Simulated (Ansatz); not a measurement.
Ansatz input (lattice in Å, positions in fractions of it; a bare `kind: paw` takes the build's default datasets)
```yaml
crystal:
  lattice:
    - [0.0, 2.803956507011, 2.803956507011]
    - [2.803956507011, 0.0, 2.803956507011]
    - [2.803956507011, 2.803956507011, 0.0]
  atoms:
    - { symbol: Ir, position: [0, 0, 0] }
    - { symbol: Ir, position: [0.25, 0.25, 0.25] }
kpoints:
  mp_grid: { grid: [17, 17, 17] }
hamiltonian:
  xc: pbe
  pseudopotentials: { kind: paw }
scf:
  occupations: { method: fermi_dirac, width: 0.061225619053 }
output:
  forces: true
  stress: true
```

Method: Ansatz 0.2.0 development build, PBE, plane waves, PAW datasets (generated soft set 1).

Does this run converge?

Yes, in 8 iterations.

This cubic structure is a model: it isn't the usual form of the substance at ambient conditions, and such phases are metastable or hypothetical.
